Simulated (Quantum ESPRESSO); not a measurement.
# KBr: dielectric tensor and Born charges under several settings

```xyz
2
Lattice="0.0000 3.3000 3.3000 3.3000 0.0000 3.3000 3.3000 3.3000 0.0000" Properties=species:S:1:pos:R:3 pbc="T T T"
Br    3.3000    3.3000    3.3000
K     0.0000    0.0000    0.0000
```

All runs used Quantum ESPRESSO 7.5; k mesh 6 × 6 × 6, shifted; given cell; no spin polarisation; occupations smeared at first, fixed for the response.

```tsv
level	potentials	cutoff (eV)	pressure (GPa)	ε∞ (diagonal)	Born charge of atom 1 (e)
LDA	PseudoDojo 0.4.1 SR LDA standard	980	-1.7	2.63	-1.13
PBE	PseudoDojo 0.4.1 SR PBE standard	1007	0.7	2.55	-1.13
PBEsol	PseudoDojo 0.4.1 SR PBEsol standard	1007	-0.3	2.59	-1.13
WC	PseudoDojo 0.4.1 SR PBE standard	1007	?	?	?
BLYP	PseudoDojo 0.4.1 SR PBE standard	1007	1.5	2.54	-1.12
AM05	PseudoDojo 0.4.1 SR PBE standard	1007	0.4	2.55	-1.14
```

Question: What stands in the row left open?

Answer: Pressure -0.1 GPa; ε∞ 2.59; Born charge of atom 1 -1.13 e.

Caveats: the potentials were made for another functional, which shifts forces and pressure (some runs).

For the row left open. Caveat: the potentials were made for another functional, which shifts forces and pressure.
